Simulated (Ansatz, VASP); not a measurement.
This is a calculation of Cd for Ansatz 0.2.0.

The input input.yaml:

```yaml
crystal:
  lattice:
    - [0.0, 2.2032623904, 2.2032623904]
    - [2.2032623904, 0.0, 2.2032623904]
    - [2.2032623904, 2.2032623904, 0.0]
  atoms:
    - { symbol: Cd, position: [0.0, 0.0, 0.0] }
hamiltonian:
  xc: pbe
  pseudopotentials: { kind: paw }
kpoints:
  mp_grid: { grid: [10, 10, 10] }
scf:
  occupations: { method: fermi_dirac, width: 0.05 }
output:
  forces: true
  stress: true
  eigenvalues: true
```

Potentials or basis: Ansatz PAW.

Run with:

```console
$ ansatz run input.yaml --threads 1 --pin off --max-ram 3584MiB --backend cpu --events-out ev --progress --plain --runs-dir out
```

Set up the same calculation for VASP 6.6.1. Potentials there: VASP PAW PBE potentials, release 64 (Cd).

As run (the cutoff follows the program's own potentials):

File INCAR:

```
SYSTEM = Cd
  ALGO = Normal
  EDIFF = 1E-7
  ENCUT = 520
  GGA = PE
  ISIF = 2
  ISMEAR = -1
  LASPH = .True.
  LCHARG = .False.
  LREAL = .False.
  LWAVE = .False.
  NBANDS = 12
  NELM = 100
  PREC = Accurate
  SIGMA = 0.05
```

Contents of KPOINTS:

```
k-points
0
Gamma
  10 10 10
  0 0 0
```

The input POSCAR:

```
Cd
1.0
    0.0000000000      2.2032623904      2.2032623904
    2.2032623904      0.0000000000      2.2032623904
    2.2032623904      2.2032623904      0.0000000000
Cd
1
Direct
    0.0000000000      0.0000000000      0.0000000000
```

Potentials or basis: VASP PAW PBE potentials, release 64 (Cd).

Command:

```bash
$ cat potpaw_PBE.64/Cd/POTCAR > POTCAR
$ mpirun -np 1 vasp_std > vasp.out
```

Both were run:

|  | VASP | Ansatz | Ansatz less VASP |
| --- | --- | --- | --- |
| gap on the k mesh at the Fermi level (eV) | none | none | - |
| pressure (GPa) | 3.8 | 3.4 | -0.31 |

A gap of «none» marks a metal or a gap that the smearing closes. The two sets of potentials don't hold the same shells in valence.
